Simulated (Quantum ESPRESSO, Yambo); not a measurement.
Planning a run of Yambo 5.3.0 on AlAs (F-43m). The input:

```
HF_and_locXC
gw0
dyson
cohsex
em1s
rim_cut
RandQpts= 1000000
RandGvec= 1 RL
EXXRLvcs= 76 Ry
VXCRLvcs= 304 Ry
Chimod= "HARTREE"
% BndsRnXs
 1 | 127 |
%
NGsBlkXs= 10.5 Ry
% LongDrXs
 1 | 1 | 1 |
%
% GbndRnge
 1 | 127 |
%
DysSolver= "n"
ExtendOut
% QPkrange
 1 | 1 | 8 | 11 |
 7 | 7 | 8 | 11 |
%
```

```sh
OMP_NUM_THREADS=1 mpirun -n 4 yambo -F gw4.in -J gw4 -C gw4 > gw4.log
```

The stored states that it reads are on a 4×4×4 mesh. It takes space group F-43m (No. 216, cubic). Conventional cell: a = 5.661 Å, b = 5.661 Å, c = 5.661 Å, α = 90.00°, β = 90.00°, γ = 90.00°. Nearest to Al lie 4 As at 2.45 Å. As has 4 Al at 2.45 Å nearest. Farther neighbours are not listed.

Q: Estimate wall time and host memory on 4 MPI ranks of Arm Neoverse V1, shared host.

It took 41 s; on shared hardware allow 20 s to 81 s. Peak host memory was 1.5 GiB.

The screening grows as filled bands × empty bands × pairs of k points, times the square of the screening basis for the matrix.

[Paths, hosts, dates, memory and timing lines, banners, echoed tables and standing remarks are left out of the program output.]

[Logs are printed without paths, hosts, clocks, repeated set-up lines and the standing remarks that a program may print on its own settings, such as how far it seeks lower states.]

[Runs of the session that timed out or met a known fault of the program may be left out.]

[Hosts, paths, dates, database ids (printed as entryN), source tags and the programs' standing remarks are cut or masked in the printed files.]
